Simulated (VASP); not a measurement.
# Ta (P6/mmm) in VASP: notebook

The runs below take Ta through single point, with BLYP.

Everything below comes from runs of VASP 6.6.1. Logs are shortened: lines on timing, memory, paths and dates and some standing lists are left out, and cuts for length are marked.

**1. The crystal as given**

Symmetry: P6/mmm, No. 191, hexagonal system. Conventional cell: a = 4.922 Å, b = 4.922 Å, c = 2.754 Å, α = 90.00°, β = 90.00°, γ = 120.00°. Ta (site symmetry 6/mmm) is surrounded by 14 Ta at 2.75 to 3.16 Å. Ta (site symmetry -6m2) is surrounded by 11 Ta at 2.75 to 3.16 Å.

This isn't the form of Ta at room conditions, which is bcc.

**2. Single point, BLYP**

Input file INCAR:

```
AGGAC = 1.0 ; AGGAX = 1.0
ALDAC = 0.0 ; ALDAX = 1.0
ALGO = Fast ; EDIFF = 1E-6
ENCUT = 520 ; GGA = B5
ISIF = 2 ; ISMEAR = -1
LASPH = T ; LCHARG = F
LREAL = F ; LWAVE = F
NBANDS = 24 ; NELM = 60
PREC = Accurate ; SIGMA = 0.1
```

Input file KPOINTS:

```
k-points
0
Gamma
  10 10 15
```

Input file POSCAR:

```
Ta
1.0
    4.9215360451      0.0000000000      0.0000000000
   -2.4607680225      4.2621752407      0.0000000000
    0.0000000000      0.0000000000      2.7541138286
Ta
3
Direct
    1.0000000000      1.0000000000      0.0000000000
    0.3333333333      0.6666666667      0.5000000000
    0.6666666667      0.3333333333      0.5000000000
```

Potentials or basis: VASP PAW PBE potentials, release 64 (Ta_pv).

Command:

```sh
$ cat potpaw_PBE.64/Ta_pv/POTCAR > POTCAR
$ mpirun -np 1 vasp_std > vasp.out
```

OUTCAR:

```text
EDIFF = 1E-6
   ENCUT = 520
   GGA = B5
   ISIF = 2
   ISMEAR = -1
   LASPH = T
   LREAL = F
   NELM = 60
   PREC = Accurate

 ion  position               nearest neighbor table
   1  0.000  0.000  0.000-   2 3.16   3 3.16   2 3.16   3 3.16   2 3.16   2 3.16   3 3.16   3 3.16
                             3 3.16   3 3.16   2 3.16   2 3.16
   2  0.333  0.667  0.500-   3 2.84   3 2.84   3 2.84   1 3.16   1 3.16   1 3.16   1 3.16   1 3.16
                             1 3.16
   3  0.667  0.333  0.500-   2 2.84   2 2.84   2 2.84   1 3.16   1 3.16   1 3.16   1 3.16   1 3.16
                             1 3.16

  LATTYP: Found a hexagonal cell.
 ALAT       =     4.9215360451
 C/A-ratio  =     0.5596045225

  Lattice vectors:

 A1 = (   4.9215360451,   0.0000000000,   0.0000000000)
 A2 = (  -2.4607680225,   4.2621752407,   0.0000000000)
 A3 = (   0.0000000000,   0.0000000000,   2.7541138286)

Analysis of symmetry for initial positions (statically):
=====================================================================
 Subroutine PRICEL returns:
 Original cell was already a primitive cell.

 Routine SETGRP: Setting up the symmetry group for a
 hexagonal supercell.

 Subroutine GETGRP returns: Found 24 space group operations
 (whereof 24 operations were pure point group operations)
 out of a pool of 24 trial point group operations.

The static configuration has the point symmetry D_6h.

Analysis of symmetry for dynamics (positions and initial velocities):
=====================================================================
 Subroutine PRICEL returns:
 Original cell was already a primitive cell.

 Routine SETGRP: Setting up the symmetry group for a
 hexagonal supercell.

 Subroutine GETGRP returns: Found 24 space group operations
 (whereof 24 operations were pure point group operations)
 out of a pool of 24 trial point group operations.

The dynamic configuration has the point symmetry D_6h.

 Subroutine INISYM returns: Found 24 space group operations
 (whereof 24 operations are pure point group operations),
 and found     1 'primitive' translations

----------------------------------------------------------------------------------------

                                     Primitive cell

  volume of cell :      57.7715

  direct lattice vectors                    reciprocal lattice vectors
     4.921536045  0.000000000  0.000000000     0.203188596  0.117310991  0.000000000
    -2.460768022  4.262175241  0.000000000     0.000000000  0.234621981  0.000000000
     0.000000000  0.000000000  2.754113829     0.000000000  0.000000000  0.363093199

  length of vectors
     4.921536045  4.921536045  2.754113829     0.234621981  0.234621981  0.363093199

  position of ions in fractional coordinates (direct lattice)
     0.000000000  0.000000000  0.000000000
     0.333333333  0.666666667  0.500000000
     0.666666667  0.333333333  0.500000000

  ion indices of the primitive-cell ions
   primitive index   ion index
                 1           1
                 2           2
                 3           3

----------------------------------------------------------------------------------------

 KPOINTS: k-points

Automatic generation of k-mesh.
 Grid dimensions read from file:
 generate k-points for:   10   10   15

 Generating k-lattice:

  Cartesian coordinates                     Fractional coordinates (reciprocal lattice)
     0.020318860  0.011731099  0.000000000     0.100000000 -0.000000000  0.000000000
     0.000000000  0.023462198  0.000000000     0.000000000  0.100000000  0.000000000
     0.000000000  0.000000000  0.024206213     0.000000000  0.000000000  0.066666667

  Length of vectors
     0.023462198  0.023462198  0.024206213

  Shift w.r.t. Gamma in fractional coordinates (k-lattice)
     0.000000000  0.000000000  0.000000000

 Subroutine IBZKPT returns following result:
 ===========================================

 Found    112 irreducible k-points:

 Following reciprocal coordinates:
            Coordinates               Weight
  0.000000  0.000000  0.000000      1.000000
  0.100000  0.000000  0.000000      6.000000
  0.200000  0.000000  0.000000      6.000000
  0.300000  0.000000  0.000000      6.000000
  0.400000 -0.000000  0.000000      6.000000
  0.500000  0.000000  0.000000      3.000000
[... 16 lines left out ...]
  0.300000  0.100000  0.066667     24.000000
  0.400000  0.100000  0.066667     24.000000
 [... further k-points ...]
   k-points           NKPTS =    112   k-points in BZ     NKDIM =    112   number of bands    NBANDS=     24
   number of dos      NEDOS =    301   number of ions     NIONS =      3
   total plane-waves  NPLWV =  32000
   dimension x,y,z NGX =    40 NGY =   40 NGZ =   20
   dimension x,y,z NGXF=    80 NGYF=   80 NGZF=   40
   ions per type =               3
   NGX,Y,Z   is equivalent  to a cutoff of  13.51, 13.51, 12.07 a.u.
   NGXF,Y,Z  is equivalent  to a cutoff of  27.02, 27.02, 24.15 a.u.
 SYSTEM =  unknown system
   PREC   = accura    normal or accurate (medium, high low for compatibility)
   ISTART =      0    job   : 0-new  1-cont  2-samecut
   ICHARG =      2    charge: 1-file 2-atom 10-const
   ISPIN  =      1    spin polarized calculation?
   LNONCOLLINEAR =      F non collinear calculations
   LSORBIT =      F    spin-orbit coupling
   LASPH  =      T    aspherical Exc in radial PAW
   ENCUT  =  520.0 eV  38.22 Ry    6.18 a.u.   9.15  9.15  5.12*2*pi/ulx,y,z
   NELM   =     60;   NELMIN=  2; NELMDL= -5     # of ELM steps
   EDIFF  = 0.1E-05   stopping-criterion for ELM
   LREAL  =      F    real-space projection
   EDIFFG = 0.1E-04   stopping-criterion for IOM
   NSW    =      0    number of steps for IOM
   IBRION =     -1    ionic relax: 0-MD 1-quasi-New 2-CG
   NFREE  =      0    steps in history (QN), initial steepest desc. (CG)
   ISIF   =      2    stress and relaxation
   ISYM   =      2    0-nonsym 1-usesym 2-fastsym
   POTIM  = 0.5000    time-step for ionic-motion
   TEBEG  =    0.0;   TEEND  =   0.0 temperature during run
   PSTRESS=    0.0 pullay stress
   NELECT =      33.0000    total number of electrons
   NUPDOWN=      -1.0000    fix difference up-down
   EMIN   =  10.00;   EMAX   =-10.00  energy-range for DOS
   EFERMI =   0.00;   METHOD = LEGACY
   ISMEAR =    -1;   SIGMA  =   0.10  broadening in eV -4-tet -1-fermi 0-gaus
   EFERMI_NEDOS =   21; number of points for ismear=-14 and -15
   IALGO  =     68    algorithm
   IMIX   =      4    mixing-type and parameters
     AMIX     =   0.40;   BMIX     =  1.00
     AMIX_MAG =   1.60;   BMIX_MAG =  1.00
  volume/ion in A,a.u.               =      19.26       129.95
  Fermi-wavevector in a.u.,A,eV,Ry     =   1.358339  2.566889 25.103906  1.845085
  Thomas-Fermi vector in A             =   2.485181
   LORBIT       =      0    0 simple, 1 ext, 2 COOP (PROOUT), +10 PAW based schemes
   GGA     = B5    functional components
   LHFCALC =     F    Hartree Fock is set to
   AEXX    =    0.0000 exact exchange contribution
   IVDW    =     0    specifies the selected vdW correction
   LEPSILON=     F    determine dielectric tensor
   LRPA    =     F    only Hartree local field effects (RPA)
 non-spin polarized calculation
 RMM-DIIS sequential band-by-band and
  energy-cutoff  :      520.00
  volume of cell :       57.77
 maximum number of plane-waves:      1574
 NGX is ok and might be reduce to    40
   NGX = 19   NGY = 19   NGZ = 11

 number of electron      33.0000004 magnetization

 Free energy of the ion-electron system (eV)
  ---------------------------------------------------
  ext. energy  EPLUGINS =         0.00000000
  ---------------------------------------------------
  free energy    TOTEN  =       -30.33835659 eV

  energy without entropy =      -30.23180351  energy(sigma->0) =      -30.28508005

 E-fermi :   5.8042     XC(G=0): -11.6512

 val. band max:        5.7973258352   @ k =   0.1000   0.1000   0.1333
 cond. band min:       5.8047972297   @ k =   0.2000   0.1000   0.4000
 fundamental gap:      0.0074713945
 Fermi energy:         5.8041931198

 k-point     1 :       0.0000    0.0000    0.0000
  band No.  band energies     occupation
      1     -28.4627      2.00000
      2     -28.4627      2.00000
      3     -28.3054      2.00000
      4     -28.3054      2.00000
      5     -27.7531      2.00000
      6     -27.7531      2.00000
[... 16 lines left out ...]
     23       8.9533      0.00000
     24      11.8822      0.00000

 k-point     2 :       0.1000    0.0000    0.0000
  band No.  band energies     occupation
      1     -28.4991      2.00000
      2     -28.4839      2.00000
      3     -28.2634      2.00000
      4     -28.2564      2.00000
      5     -27.7824      2.00000
      6     -27.7580      2.00000
[... 16 lines left out ...]
     23       9.3890      0.00000
     24      11.6771      0.00000

 k-point     3 :       0.2000    0.0000    0.0000
  band No.  band energies     occupation
      1     -28.5598      2.00000
      2     -28.4986      2.00000
      3     -28.1866      2.00000
      4     -28.1648      2.00000
      5     -27.8632      2.00000
      6     -27.7723      2.00000
[... 16 lines left out ...]
     23       9.9251      0.00000
     24      11.0835      0.00000
[... 514 lines left out ...]
 k-point    23 :       0.3000    0.1000    0.0667
  band No.  band energies     occupation
      1     -28.6061      2.00000
      2     -28.4525      2.00000
      3     -28.1178      2.00000
      4     -28.0540      2.00000
      5     -27.9886      2.00000
      6     -27.8014      2.00000
[... 16 lines left out ...]
     23      10.4761      0.00000
     24      10.5098      0.00000

 k-point    24 :       0.4000    0.1000    0.0667
  band No.  band energies     occupation
      1     -28.6263      2.00000
      2     -28.3701      2.00000
      3     -28.2273      2.00000
      4     -28.0164      2.00000
      5     -27.9635      2.00000
      6     -27.8183      2.00000
[... 16 lines left out ...]
     23       9.9865      0.00000
     24      10.8020      0.00000

 [... further k-points ...]

------------------------ aborting loop because EDIFF is reached ----------------------------------------

  FORCE on cell =-STRESS in cart. coord.  units (eV):
  Direction    XX          YY          ZZ          XY          YZ          ZX
  --------------------------------------------------------------------------------------
  -------------------------------------------------------------------------------------
  Total        0.3156478      0.3156478      0.2304549      0.0000000      0.0000000     -0.0000000
  in kB        8.7538578      8.7538578      6.3912026      0.0000000      0.0000000     -0.0000000
  external PRESSURE =       7.9663061 kB  Pullay stress =       0.0000000 kB

 VOLUME and BASIS-vectors are now :
 -----------------------------------------------------------------------------
  energy-cutoff  :      520.00
  volume of cell :       57.77
      direct lattice vectors                 reciprocal lattice vectors
     4.921536045  0.000000000  0.000000000     0.203188596  0.117310991  0.000000000
    -2.460768022  4.262175241  0.000000000     0.000000000  0.234621981  0.000000000
     0.000000000  0.000000000  2.754113829     0.000000000  0.000000000  0.363093199

 POSITION                                       TOTAL-FORCE (eV/Angst)
 -----------------------------------------------------------------------------------
      0.00000      0.00000      0.00000         0.000000      0.000000      0.000000
     -0.00000      2.84145      1.37706        -0.000000     -0.000000      0.000000
      2.46077      1.42073      1.37706         0.000000     -0.000000     -0.000000
 -----------------------------------------------------------------------------------
    total drift:                                0.000000     -0.000000      0.000000

  FREE ENERGIE OF THE ION-ELECTRON SYSTEM (eV)
  ---------------------------------------------------
  free  energy   TOTEN  =       -30.3383565852 eV

  energy  without entropy=      -30.2318035071  energy(sigma->0) =      -30.28508005
```

Wall time 70 s (1 thread of Intel Xeon 6975P-C (Granite Rapids), shared host); peak memory 0.25 GiB.

What came out:

- Free energy: -30.3384 eV
- Pressure: 0.8 GPa
- Band gap on the k mesh: none (metal or under the smearing width)

Caveat: the PAW data sets were made with another functional, which shifts forces and pressure a little.

**3. Single point, BLYP**

Input file INCAR:

```
SYSTEM = Ta
AGGAC = 1.0 ; AGGAX = 1.0
ALDAC = 0.0 ; ALDAX = 1.0
ALGO = Normal ; EDIFF = 1E-6
ENCUT = 520 ; GGA = B5
ISIF = 2 ; ISMEAR = -1
LASPH = .True. ; LCHARG = .False.
LREAL = .False. ; LWAVE = .False.
NBANDS = 24 ; NELM = 60
PREC = Accurate ; SIGMA = 0.1
```

Input file KPOINTS:

```
k-points
0
Gamma
  8 8 13
  0 0 0
```

POSCAR is that of step 2.

Potentials or basis: VASP PAW PBE potentials, release 64 (Ta_pv).

Command:

```sh
$ cat potpaw_PBE.64/Ta_pv/POTCAR > POTCAR
$ mpirun -np 1 vasp_std > vasp.out
```

It took 35 s on 1 thread of Intel Xeon 6975P-C (Granite Rapids), shared host; peak memory 0.22 GiB.

Results (log left out):

- Free energy: -30.3472 eV
- Pressure: 0.8 GPa
- Band gap on the k mesh: none (metal or under the smearing width)

Stress tensor (GPa, compression positive):
```
0.89 0.00 0.00
0.00 0.89 0.00
0.00 0.00 0.48
```

Levels at points of the mesh, in eV from the Fermi level:
| k point | band 15 | band 16 | band 17 | band 18 | band 19 | band 20 |
| --- | --- | --- | --- | --- | --- | --- |
| (0.00, 0.00, 0.00) | -1.32 | -1.32 | -0.76 | 0.89 | 0.89 | 3.12 |
| (0.50, 0.00, 0.00) | -1.45 | -0.89 | -0.70 | 0.89 | 2.04 | 3.31 |

Caveat: the PAW data sets were made with another functional, which shifts forces and pressure a little. The run has no spin-orbit coupling, so splittings on Ta are missing.

**4. Single point, BLYP**

This run uses another cell than the first one, of 18.49 Å³/atom, 0.960 times its volume.

Input file INCAR:

```
SYSTEM = Ta
PREC     = Accurate       ! precision mode
ENCUT    = 520            ! plane-wave cutoff, eV
EDIFF    = 1E-7           ! SCF threshold, eV
ISMEAR   = -1             ! smearing method
SIGMA    = 0.1            ! smearing width, eV
LREAL    = .False.        ! projectors in reciprocal space
LASPH    = .True.         ! aspherical terms in the spheres
NELM     = 60             ! most SCF steps
ALGO     = Normal         ! electronic algorithm
ISIF     = 2              ! what is computed and relaxed
LWAVE    = .False.        ! write WAVECAR
LCHARG   = .True.         ! write CHGCAR
GGA      = B5             ! functional
ALDAX    = 1.0          
AGGAX    = 1.0          
AGGAC    = 1.0          
ALDAC    = 0.0          
LELF     = .True.         ! ELF
LVHAR    = .True.       
NBANDS   = 24             ! bands
```

Input file KPOINTS:

```
regular mesh
0
Gamma
  8 8 13
  0 0 0
```

Input file POSCAR:

```
Ta
1.0
    4.8550206474      0.0000000000      0.0000000000
   -2.4275103237      4.2045712166      0.0000000000
    0.0000000000      0.0000000000      2.7168915113
Ta
3
Direct
    1.0000000000      1.0000000000      0.0000000000
    0.3333333333      0.6666666667      0.5000000000
    0.6666666667      0.3333333333      0.5000000000
```

Command:

```sh
$ cat potpaw_PBE.64/Ta_pv/POTCAR > POTCAR
$ mpirun -np 1 vasp_std > vasp.out
```

It took 36 s on 1 thread of Intel Xeon 6975P-C (Granite Rapids), shared host; peak memory 0.21 GiB.

The run converged. Its results:

* Free energy: -30.2816 eV
* Pressure: 8.5 GPa
* Band gap on the k mesh: none (metal or under the smearing width)

Stress tensor (GPa, compression positive):
```
8.35 0.00 0.00
0.00 8.35 0.00
0.00 0.00 8.84
```

Levels at points of the mesh, in eV from the Fermi level:
| k point | band 13 | band 14 | band 15 | band 16 | band 17 | band 18 | band 19 | band 20 | band 21 | band 22 |
| --- | --- | --- | --- | --- | --- | --- | --- | --- | --- | --- |
| (0.00, 0.00, 0.00) | -1.35 | -1.35 | -1.35 | -1.35 | -0.80 | 0.91 | 0.91 | 3.25 | 3.25 | 3.29 |
| (0.50, 0.00, 0.00) | -1.95 | -1.77 | -1.55 | -0.96 | -0.73 | 1.04 | 2.11 | 3.48 | 3.49 | 3.50 |

Caveat: the PAW data sets were made with another functional, which shifts forces and pressure a little.

**5. Single point, BLYP**

This run uses another cell than the first one, of 20.80 Å³/atom, 1.080 times its volume.

Input file INCAR:

```
PREC = Accurate ; ENCUT = 520
EDIFF = 1E-6 ; ISMEAR = -1
SIGMA = 0.1 ; LREAL = False
LASPH = True ; NELM = 60
ALGO = Normal ; ISIF = 2
LWAVE = False ; LCHARG = False
GGA = B5 ; ALDAX = 1.0
AGGAX = 1.0 ; AGGAC = 1.0
ALDAC = 0.0 ; NBANDS = 24
```

Input file KPOINTS:

```
Automatic mesh
0
Gamma
  8 8 13
```

Input file POSCAR:

```
Ta
1.0
    5.0494249547      0.0000000000      0.0000000000
   -2.5247124773      4.3729302853      0.0000000000
    0.0000000000      0.0000000000      2.8256810408
Ta
3
Direct
    1.0000000000      1.0000000000      0.0000000000
    0.3333333333      0.6666666667      0.5000000000
    0.6666666667      0.3333333333      0.5000000000
```

Command:

```sh
$ cat potpaw_PBE.64/Ta_pv/POTCAR > POTCAR
$ mpirun -np 1 vasp_std > vasp.out
```

Run time: 42 s. Hardware: 1 thread of Intel Xeon 6975P-C (Granite Rapids), shared host; peak memory 0.22 GiB.

The run converged. Its results:

* Free energy: -30.1930 eV
* Pressure: -10.8 GPa
* Band gap on the k mesh: none (metal or under the smearing width)

Stress tensor (GPa, compression positive):
```
-10.24   0.00   0.00
  0.00 -10.24   0.00
  0.00   0.00 -11.94
```

Levels at points of the mesh, in eV from the Fermi level:
| k point | band 15 | band 16 | band 17 | band 18 | band 19 | band 20 |
| --- | --- | --- | --- | --- | --- | --- |
| (0.00, 0.00, 0.00) | -1.26 | -1.26 | -0.69 | 0.84 | 0.84 | 2.88 |
| (0.50, 0.00, 0.00) | -1.29 | -0.78 | -0.65 | 0.66 | 1.91 | 2.99 |

Caveat: the PAW data sets were made with another functional, which shifts forces and pressure a little.

**6. Summary**

```csv
cell,k mesh,gap on the mesh (eV),pressure (GPa)
"P6/mmm, 19.26 Å³/atom",10 × 10 × 15,none,0.8
"P6/mmm, 19.26 Å³/atom",8 × 8 × 13,none,0.8
"P6/mmm, 18.49 Å³/atom",8 × 8 × 13,none,8.5
"P6/mmm, 20.8 Å³/atom",8 × 8 × 13,none,-10.8
```

Alike in all rows: task single point; level BLYP; potentials or basis VASP PAW PBE potentials, release 64 (Ta_pv); no spin polarisation; cutoff (eV) 520; smearing fermi-dirac 0.1 eV.

Every run on the cell as given and a fine mesh finds a metal.

Caveats: the PAW data sets were made with another functional, which shifts forces and pressure a little.

Absolute energies hang on the potentials; compare differences alone.
